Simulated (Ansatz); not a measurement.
# Si (P6/mmm) in Ansatz: notebook

Aim: see how the results for Si move with the level of theory and the settings. Levels: RPBE, revPBE, BLYP, r2SCAN. Tasks: band structure.

Everything below comes from runs of Ansatz 0.2.0. Logs are shortened: lines on timing, memory, paths and dates and some standing lists are left out, and cuts for length are marked.

## 1. The structure

Symmetry: P6/mmm, No. 191, hexagonal system. Conventional cell: a = 2.621 Å, b = 2.621 Å, c = 2.466 Å, α = 90.00°, β = 90.00°, γ = 120.00°. Si (site symmetry 6/mmm) is surrounded by 8 Si at 2.47 to 2.62 Å.

This isn't the form of Si at room conditions, which is diamond.

## 2. Band structure, RPBE

Contents of input.yaml:

```yaml
crystal:
  lattice:
    - [2.6205428149, 0.0, 0.0]
    - [-1.3102714075, 2.2694566494, 0.0]
    - [0.0, 0.0, 2.46635439]
  atoms:
    - { symbol: Si, position: [0.0, 0.0, 0.0] }
hamiltonian:
  xc: rpbe
  pseudopotentials: { kind: paw }
kpoints:
  mp_grid: { grid: [12, 12, 11] }
  band_path:
    path:
      - [[0.0, 0.0, 0.0], [0.5, 0.0, 0.0], [0.3333333333, 0.3333333333, 0.0], [0.0, 0.0, 0.0], [0.0, 0.0, 0.5], [0.5, 0.0, 0.5], [0.3333333333, 0.3333333333, 0.5], [0.0, 0.0, 0.5]]
      - [[0.5, 0.0, 0.5], [0.5, 0.0, 0.0]]
      - [[0.3333333333, 0.3333333333, 0.0], [0.3333333333, 0.3333333333, 0.5]]
    npoints: 14
scf:
  occupations: { method: fermi_dirac, width: 0.05 }
  n_extra_bands: 6
output:
  forces: true
  stress: true
  eigenvalues: true
  fatbands: false
```

Potentials or basis: Ansatz PAW.

Run with:

```bash
$ ansatz run input.yaml --threads 2 --pin off --max-ram 5632MiB --backend cpu --events-out ev --progress --plain --runs-dir out
```

The log of the run:

```text
Warning: RAYON_NUM_THREADS=2 ignored (pool sized by the plan → 2); use --threads N
scf.n_extra_bands = 6 over 2 filled bands (N_el = 4.0): the run solves 8 bands
Engine: ansatz 0.2.0, aarch64-unknown-linux-gnu
Pseudopotentials: kind: paw
Pseudopotential: Si, paw, valence charge 4, recommended cutoff 420 eV (normal), Si.paw.azcp
Functional definition: RPBE
  parameter kappa = 0.804
  parameter beta = 0.06672455060314922
  exchange = rpbe_x(kappa = kappa, mu = beta*pi^2/3)
  correlation = pbe_c(beta = beta)
Crystal: 1 atoms, lattice volume = 14.668 Å³
Basis set: ecut = 420 eV, 279 PW (Γ), exchange–correlation on 36×36×36 points (8 copies of the dense FFT grid, shifted against one another)
Bands: 8, of which v1, the nominal top of the filled ones, is band 2 counted from 1 (1 counted from 0)
Symmetry: 24 space group operations
Space group: P6/mmm (ITA 191), of the structure as read, at distance tolerance 2.4e-5 Å
k-points: 114 of 1584
Non-local potential: Si, projectors of the file, l = 0: 2, l = 1: 2, l = 2: 2
PAW form: soft (Blöchl's): semilocal exchange-correlation on the pseudo side does not see the compensation charge
PAW frozen core: Si, regenerated for the run's functional, and the local potential with it (the file was generated under x = pbe(κ = 0.804, μ = 0.2195149727645171), c = pbe(β = 0.06672455060314922))
PAW one-centre angular grid: Si, 110 points (default); XC on 64 Gauss nodes
Initial density: superposition of atomic densities (neutral atoms: chi_scale 0, normalization atom), corrected by the library's trained network
Initial wavefunctions: pseudopotential atomic-orbital guess
Functional: x = rpbe, c = pbe(β = 0.06672455060314922)
SCF iter   1: F=—  HF=-638.561720 eV  |F-HF|=—  |Δ(HF+E_count)|=         —  Δρ=2.66e-3  dr2=7.48e-4  ethr=1.77e-3  ⟨swp⟩=5.2  Hψ=7372  notcnv=0  defer=24
preconditioner: auto → none  [metal: Δε(μ)=0.043 eV  Ē_g=17.313 eV  σ=0.050 eV  W_gap=0.21  n_scr=0 (ndim 8)  ℏωp=19.4 eV  f_vac=0.000  D(μ)=0.39/eV (n_scr^D=0)]
SCF iter   2: F=—  HF=-638.561648 eV  |F-HF|=—  |Δ(HF+E_count)|=   7.27e-5  Δρ=1.20e-3  dr2=1.34e-4  ethr=1.87e-5  ⟨swp⟩=1.4  Hψ=1865  notcnv=0  defer=71
SCF iter   3: F=—  HF=-638.561648 eV  |F-HF|=—  |Δ(HF+E_count)|=   1.97e-7  Δρ=1.40e-4  dr2=1.73e-6  ethr=3.34e-6  ⟨swp⟩=2.0  Hψ=979  notcnv=0  defer=71
SCF iter   4: F=—  HF=-638.561628 eV  |F-HF|=—  |Δ(HF+E_count)|=   2.00e-5  Δρ=4.30e-5  dr2=1.93e-7  ethr=4.32e-8  ⟨swp⟩=1.0  Hψ=759  notcnv=0  defer=71
iter 5 did not close the SCF: its close was put off for the readings that it lacked (scf_convergence_deferred on its scf_iter line)
SCF iter   5: F=-638.561628 eV  HF=-638.561628 eV  |F-HF|=2.80e-10  |Δ(HF+E_count)|=   6.85e-8  Δρ=2.42e-6  dr2=7.71e-10  ethr=4.81e-9  ⟨swp⟩=2.0  Hψ=984  notcnv=0  defer=71
SCF iter   6: F=-638.561628 eV  HF=-638.561628 eV  |F-HF|=4.55e-13  |Δ(HF+E_count)|=  2.15e-10  Δρ=2.50e-7  dr2=4.78e-12  ethr=1.93e-11  ⟨swp⟩=4.4  Hψ=3836  notcnv=0
SCF 1 converged in 6 iterations: F = -638.561628 eV  dr2 = 4.78e-12
NSCF: frozen V_eff on 129 k-points
SCF converged after 6 iterations
Free energy (F): -638.561628 eV
Harris-Foulkes:  -638.561628 eV  (|F-HF|=4.55e-13)
Internal energy: -638.558510 eV  (E = F + TS)
E sigma→0 (E₀):  -638.560069 eV
Entropy (-TS):   -0.003117 eV (-3.117 meV/atom)
Fermi energy:    10.306278 eV
--- Per-component energies (eV) ---
  E_band       = 18.897058
  E_kinetic    = 41.512029
  E_local      = 0.133979  (includes V_loc(G=0)·N_el)
  E_nonlocal   = 24.887086
  E_hartree    = 1.012540
  E_xc         = -56.071782
  E_vxc        = -47.762755  (∫ρ·V_xc dr)
  E_paw        = -515.391618  (= ΣΔE_a)
  E_vpaw       = -1.898369  (= ΣTr[D̂ρ^β])
  E_aug_tail   = 0.000007  (compensation charges beyond the density's cutoff)
  E_ewald      = -134.616768
  E_core_change = -0.023983  (= ΣΔE_core)
  E_smearing   = -0.003117  (= −TS)
  E_closure    = 0.000000  (closes the sum)
  Σ components = -638.561628   (vs F -638.561628, Δ=0.00e0)
--- Forces (eV/Å), atoms counted from 1 ---
  atom   1  Si     0.00000000     0.00000000     0.00000000
  max |Σ_I F_I| component: 1.03e-33 eV/Å
--- Stress (GPa, compression-positive) ---
        3.143036      -0.000000       0.000000
       -0.000000       3.143036       0.000000
        0.000000       0.000000       7.564861
  P = ⅓ Tr σ = 4.6170 GPa (46.170 kbar)
--- Band table (eV; the first three rows and the last of 114) ---
  k-point 0: bands = ["-3.8168", "17.8163", "18.3729", "20.7859", "20.7859", "22.5973", "22.5973", "27.8972"]
  k-point 1: bands = ["-3.6230", "14.7128", "20.9379", "20.9379", "21.3895", "22.7524", "22.7524", "28.0863"]
  k-point 2: bands = ["-3.0444", "11.4712", "21.3925", "21.3925", "23.2027", "23.2027", "24.2633", "28.6474"]
  k-point 113: bands = ["8.9559", "9.3538", "9.3538", "11.9036", "14.3874", "14.3874", "32.9770", "32.9770"]
```

It took 0.95 s on 2 threads of Arm Neoverse V1, shared host; peak memory 0.25 GiB.

What came out:

```yaml
Free_energy: -638.5616 eV
Pressure: 4.6 GPa
Band_gap_on_the_k_mesh: none (metal or under the smearing width)
```

Stress tensor (GPa, compression positive):
```
3.14 0.00 0.00
0.00 3.14 0.00
0.00 0.00 7.56
```

Levels at the corners of the path, in eV from the Fermi level:
```csv
point,band 1,band 2,band 3,band 4,band 5,band 6,band 7
Γ,-14.12,7.51,8.07,10.48,10.48,12.29,12.29
M,-7.59,-6.81,5.21,6.52,13.01,15.17,17.08
K,-5.66,-4.58,-4.58,14.05,15.52,17.32,17.32
Γ,-14.12,7.51,8.07,10.48,10.48,12.29,12.29
A,-9.20,-7.22,14.16,14.16,15.04,15.04,16.56
L,-2.93,-2.10,-1.81,1.46,8.92,12.45,12.50
H,-1.00,-0.77,-0.77,1.17,3.80,3.80,22.77
A,-9.20,-7.22,14.16,14.16,15.04,15.04,16.56
L,-2.93,-2.10,-1.81,1.46,8.92,12.45,12.50
M,-7.59,-6.81,5.21,6.52,13.01,15.17,17.08
K,-5.66,-4.58,-4.58,14.05,15.52,17.32,17.32
H,-1.00,-0.77,-0.77,1.17,3.80,3.80,22.77
```

Caveat: the PAW data sets come from PBE, with cores solved anew for the run's functional, which leaves a small shift of forces and pressure.

## 3. Band structure, revPBE

Edit input.yaml of step 2 so:

```diff
@@ -8,3 +8,3 @@
 hamiltonian:
-  xc: rpbe
+  xc: revpbe
   pseudopotentials: { kind: paw }
@@ -26 +26,5 @@
   fatbands: false
+  write_density: true
+  write_potential: true
+  elf: true
+  volumetric_format: npy
```

Potentials or basis: Ansatz PAW.

Run with:

```bash
$ ansatz run input.yaml --threads 2 --pin off --max-ram 5632MiB --backend cpu --events-out ev --progress --plain --runs-dir out
```

The log of the run:

```text
Warning: RAYON_NUM_THREADS=2 ignored (pool sized by the plan → 2); use --threads N
scf.n_extra_bands = 6 over 2 filled bands (N_el = 4.0): the run solves 8 bands
[... 3 set-up lines as earlier in the session ...]
Functional definition: revPBE
  parameter kappa = 1.245
[... 1 set-up line as earlier in the session ...]
  exchange = pbe_x(kappa = kappa, mu = beta*pi^2/3)
[... 1 set-up line as earlier in the session ...]
Crystal: 1 atoms, lattice volume = 14.668 Å³
Basis set: ecut = 420 eV, 279 PW (Γ), exchange–correlation on 36×36×36 points (8 copies of the dense FFT grid, shifted against one another)
Bands: 8, of which v1, the nominal top of the filled ones, is band 2 counted from 1 (1 counted from 0)
[... 2 set-up lines as earlier in the session ...]
k-points: 114 of 1584
[... 6 set-up lines as earlier in the session ...]
Functional: x = revpbe(κ = 1.245, μ = 0.2195149727645171), c = pbe(β = 0.06672455060314922)
SCF iter   1: F=—  HF=-637.703537 eV  |F-HF|=—  |Δ(HF+E_count)|=         —  Δρ=2.32e-3  dr2=5.59e-4  ethr=1.77e-3  ⟨swp⟩=5.2  Hψ=7388  notcnv=0  defer=27
preconditioner: auto → none  [metal: Δε(μ)=0.046 eV  Ē_g=17.304 eV  σ=0.050 eV  W_gap=0.22  n_scr=0 (ndim 8)  ℏωp=19.4 eV  f_vac=0.000  D(μ)=0.39/eV (n_scr^D=0)]
SCF iter   2: F=—  HF=-637.703512 eV  |F-HF|=—  |Δ(HF+E_count)|=   2.52e-5  Δρ=1.01e-3  dr2=9.03e-5  ethr=1.40e-5  ⟨swp⟩=1.5  Hψ=1896  notcnv=0  defer=74
SCF iter   3: F=—  HF=-637.703500 eV  |F-HF|=—  |Δ(HF+E_count)|=   1.12e-5  Δρ=1.42e-4  dr2=1.57e-6  ethr=2.26e-6  ⟨swp⟩=1.9  Hψ=949  notcnv=0  defer=74
SCF iter   4: F=—  HF=-637.703501 eV  |F-HF|=—  |Δ(HF+E_count)|=   8.42e-7  Δρ=3.58e-5  dr2=1.28e-7  ethr=3.92e-8  ⟨swp⟩=1.1  Hψ=773  notcnv=0  defer=74
iter 5 did not close the SCF: its close was put off for the readings that it lacked (scf_convergence_deferred on its scf_iter line)
SCF iter   5: F=-637.703501 eV  HF=-637.703501 eV  |F-HF|=5.91e-11  |Δ(HF+E_count)|=   5.00e-8  Δρ=1.07e-6  dr2=4.62e-11  ethr=3.20e-9  ⟨swp⟩=2.0  Hψ=985  notcnv=0  defer=74
SCF iter   6: F=-637.703501 eV  HF=-637.703501 eV  |F-HF|=3.41e-13  |Δ(HF+E_count)|=  2.11e-10  Δρ=7.16e-8  dr2=2.29e-13  ethr=1.16e-12  ⟨swp⟩=6.5  Hψ=4298  notcnv=0
SCF 1 converged in 6 iterations: F = -637.703501 eV  dr2 = 2.29e-13
NSCF: frozen V_eff on 129 k-points
SCF converged after 6 iterations
Free energy (F): -637.703501 eV
Harris-Foulkes:  -637.703501 eV  (|F-HF|=3.41e-13)
Internal energy: -637.700382 eV  (E = F + TS)
E sigma→0 (E₀):  -637.701942 eV
Entropy (-TS):   -0.003120 eV (-3.120 meV/atom)
Fermi energy:    10.284089 eV
--- Per-component energies (eV) ---
  E_band       = 18.816157
  E_kinetic    = 41.531998
  E_local      = -0.013342  (includes V_loc(G=0)·N_el)
  E_nonlocal   = 25.026008
  E_hartree    = 1.018382
  E_xc         = -56.064328
  E_vxc        = -47.807237  (∫ρ·V_xc dr)
  E_paw        = -514.563374  (= ΣΔE_a)
  E_vpaw       = -1.958041  (= ΣTr[D̂ρ^β])
  E_aug_tail   = 0.000007  (compensation charges beyond the density's cutoff)
  E_ewald      = -134.616768
  E_core_change = -0.018965  (= ΣΔE_core)
  E_smearing   = -0.003120  (= −TS)
  E_closure    = 0.000000  (closes the sum)
  Σ components = -637.703501   (vs F -637.703501, Δ=0.00e0)
--- Forces (eV/Å), atoms counted from 1 ---
  atom   1  Si     0.00000000    -0.00000000     0.00000000
  max |Σ_I F_I| component: 1.03e-33 eV/Å
--- Stress (GPa, compression-positive) ---
        2.767452       0.000000       0.000000
       -0.000000       2.767452       0.000000
        0.000000       0.000000       7.164712
  P = ⅓ Tr σ = 4.2332 GPa (42.332 kbar)
--- Band table (eV; the first three rows and the last of 114) ---
  k-point 0: bands = ["-3.8352", "17.7997", "18.3436", "20.7473", "20.7473", "22.5753", "22.5753", "27.8898"]
  k-point 1: bands = ["-3.6415", "14.6914", "20.8991", "20.8991", "21.3649", "22.7303", "22.7303", "28.0789"]
  k-point 2: bands = ["-3.0630", "11.4506", "21.3530", "21.3530", "23.1800", "23.1800", "24.2375", "28.6401"]
  k-point 113: bands = ["8.9328", "9.3345", "9.3345", "11.8640", "14.3717", "14.3717", "32.9302", "32.9302"]
```

bands.tsv:

```text
# k_distance	band_0	band_1	band_2	band_3	band_4	band_5	band_6	band_7
# fermi_ev = 10.284089
# lock_threshold_ev = 1e-6
# [0, 0, 0] at k_distance = 0.000000
# [0.5, 0, 0] at k_distance = 1.384293
# [0.3333333333, 0.3333333333, 0] at k_distance = 2.183515
[... 138 lines left out ...]
10.839351	-3.819511	-2.890540	-2.890540	5.671072	8.022961	8.022961	21.372526	21.372526
10.930335	-3.346463	-2.473485	-2.473485	4.681544	6.969704	6.969704	21.677529	21.677529
11.021319	-2.829995	-2.032825	-2.032825	3.740480	6.007036	6.007036	21.984426	21.984426
11.112304	-2.280866	-1.590210	-1.590210	2.859923	5.157666	5.157666	22.273124	22.273124
11.203288	-1.724175	-1.184699	-1.184699	2.065878	4.461242	4.461242	22.516372	22.516372
11.294272	-1.231325	-0.882116	-0.882116	1.430440	3.984042	3.984042	22.681718	22.681718
11.385257	-1.002629	-0.766515	-0.766515	1.154144	3.810178	3.810178	22.740844	22.740844
```

rho_z.tsv:

```text
# z_ang	rho[e/angstrom^3]
# format = ansatz-planar-average/11
# lattice	2.620542815	0.000000000	0.000000000
# lattice	-1.310271407	2.269456649	0.000000000
# lattice	0.000000000	0.000000000	2.466354390
# sites	1
# site	14	0.000000000	0.000000000	0.000000000
0.000000	3.233091e-1
0.137020	3.212283e-1
0.274039	3.154733e-1
0.411059	3.062900e-1
0.548079	2.922543e-1
0.685098	2.720580e-1
[... 10 lines left out ...]
2.192315	3.154733e-1
2.329335	3.212283e-1
```

Wall time 0.98 s (2 threads of Arm Neoverse V1, shared host); peak memory 0.25 GiB.

Results:

```yaml
Free_energy: -637.7035 eV
Pressure: 4.2 GPa
Band_gap_on_the_k_mesh: none (metal or under the smearing width)
```

Stress tensor (GPa, compression positive):
```
2.77 0.00 0.00
0.00 2.77 0.00
0.00 0.00 7.16
```

Levels at the corners of the path, in eV from the Fermi level:
```csv
point,band 1,band 2,band 3,band 4,band 5,band 6,band 7
Γ,-14.12,7.52,8.06,10.46,10.46,12.29,12.29
M,-7.59,-6.81,5.21,6.53,12.99,15.17,17.06
K,-5.66,-4.57,-4.57,14.03,15.52,17.31,17.31
Γ,-14.12,7.52,8.06,10.46,10.46,12.29,12.29
A,-9.20,-7.21,14.13,14.13,15.04,15.04,16.55
L,-2.93,-2.10,-1.82,1.47,8.91,12.45,12.49
H,-1.00,-0.77,-0.77,1.15,3.81,3.81,22.74
A,-9.20,-7.21,14.13,14.13,15.04,15.04,16.55
L,-2.93,-2.10,-1.82,1.47,8.91,12.45,12.49
M,-7.59,-6.81,5.21,6.53,12.99,15.17,17.06
K,-5.66,-4.57,-4.57,14.03,15.52,17.31,17.31
H,-1.00,-0.77,-0.77,1.15,3.81,3.81,22.74
```

Caveat: the PAW data sets come from PBE, with cores solved anew for the run's functional, which leaves a small shift of forces and pressure.

## 4. Band structure, BLYP

Edit input.yaml of step 3 so:

```diff
@@ -8,3 +8,3 @@
 hamiltonian:
-  xc: revpbe
+  xc: blyp
   pseudopotentials: { kind: paw }
```

Run with:

```bash
$ ansatz run input.yaml --threads 2 --pin off --max-ram 5632MiB --backend cpu --events-out ev --progress --plain --runs-dir out
```

It took 1 s on 2 threads of Arm Neoverse V1, shared host; peak memory 0.25 GiB.

It converged, with:

```
Free energy            : -638.7863 eV
Pressure               : 10.3 GPa
Band gap on the k mesh : none (metal or under the smearing width)
```

Stress tensor (GPa, compression positive):
```
 9.33  0.00  0.00
 0.00  9.33  0.00
 0.00  0.00 12.27
```

Levels at the corners of the path, in eV from the Fermi level:
| point | band 1 | band 2 | band 3 | band 4 | band 5 | band 6 | band 7 |
| --- | --- | --- | --- | --- | --- | --- | --- |
| Γ | -14.02 | 7.48 | 8.03 | 10.24 | 10.24 | 12.34 | 12.34 |
| M | -7.64 | -6.62 | 5.15 | 6.60 | 12.75 | 15.25 | 16.93 |
| K | -5.80 | -4.40 | -4.40 | 13.71 | 15.28 | 17.36 | 17.36 |
| Γ | -14.02 | 7.48 | 8.03 | 10.24 | 10.24 | 12.34 | 12.34 |
| A | -9.25 | -6.98 | 13.75 | 13.75 | 14.94 | 14.94 | 16.50 |
| L | -2.90 | -2.08 | -1.98 | 1.90 | 8.70 | 12.34 | 12.57 |
| H | -1.06 | -0.75 | -0.75 | 0.85 | 4.22 | 4.22 | 22.43 |
| A | -9.25 | -6.98 | 13.75 | 13.75 | 14.94 | 14.94 | 16.50 |
| L | -2.90 | -2.08 | -1.98 | 1.90 | 8.70 | 12.34 | 12.57 |
| M | -7.64 | -6.62 | 5.15 | 6.60 | 12.75 | 15.25 | 16.93 |
| K | -5.80 | -4.40 | -4.40 | 13.71 | 15.28 | 17.36 | 17.36 |
| H | -1.06 | -0.75 | -0.75 | 0.85 | 4.22 | 4.22 | 22.43 |

Caveat: the PAW data sets come from PBE, with cores solved anew for the run's functional, which leaves a small shift of forces and pressure.

## 5. Band structure, r2SCAN

Edit input.yaml of step 4 so:

```diff
@@ -8,3 +8,3 @@
 hamiltonian:
-  xc: blyp
+  xc: r2scan
   pseudopotentials: { kind: paw }
@@ -25,3 +25,3 @@
   eigenvalues: true
-  fatbands: false
+  fatbands: true
   write_density: true
```

Run with:

```bash
$ ansatz run input.yaml --threads 2 --pin off --max-ram 5632MiB --backend cpu --events-out ev --progress --plain --runs-dir out
```

Run time: 2.1 s. Hardware: 2 threads of Arm Neoverse V1, shared host; peak memory 0.29 GiB.

Results (log left out):

```yaml
Free_energy: -638.6365 eV
Pressure: 1.9 GPa
Band_gap_on_the_k_mesh: none (metal or under the smearing width)
```

Stress tensor (GPa, compression positive):
```
0.37 0.00 0.00
0.00 0.37 0.00
0.00 0.00 5.08
```

Levels at the corners of the path, in eV from the Fermi level:
```csv
point,band 1,band 2,band 3,band 4,band 5,band 6
Γ,-14.88,7.90,8.47,11.12,11.12,13.02
M,-7.96,-7.18,5.54,6.89,13.77,15.94
K,-5.91,-4.82,-4.82,14.89,16.41,18.22
Γ,-14.88,7.90,8.47,11.12,11.12,13.02
A,-9.73,-7.55,15.12,15.12,15.88,15.88
L,-3.18,-2.26,-1.81,1.77,9.50,13.13
H,-1.15,-0.88,-0.88,1.47,4.23,4.23
A,-9.73,-7.55,15.12,15.12,15.88,15.88
L,-3.18,-2.26,-1.81,1.77,9.50,13.13
M,-7.96,-7.18,5.54,6.89,13.77,15.94
K,-5.91,-4.82,-4.82,14.89,16.41,18.22
H,-1.15,-0.88,-0.88,1.47,4.23,4.23
```

Caveat: the PAW data sets come from PBE, with cores solved anew for the run's functional, which leaves a small shift of forces and pressure.

## 6. Overview

| level | cutoff (eV) | gap on the mesh (eV) | pressure (GPa) |
| --- | --- | --- | --- |
| RPBE | 420 | none | 4.6 |
| revPBE | 420 | none | 4.2 |
| BLYP | 420 | none | 10.3 |
| r2SCAN | 500 | none | 1.9 |

Alike in all rows: task band structure; potentials or basis Ansatz PAW; no spin polarisation; cell as given; k mesh 12 × 12 × 11; smearing fermi-dirac 0.05 eV.

Every run on the cell as given and a fine mesh finds a metal. The pressure there spans 1.9 GPa (r2SCAN) to 10.3 GPa (BLYP); a positive pressure means that this level wants a larger cell, a negative one a smaller.

Caveats: the PAW data sets come from PBE, with cores solved anew for the run's functional, which leaves a small shift of forces and pressure.

Absolute energies hang on the potentials; compare differences alone.
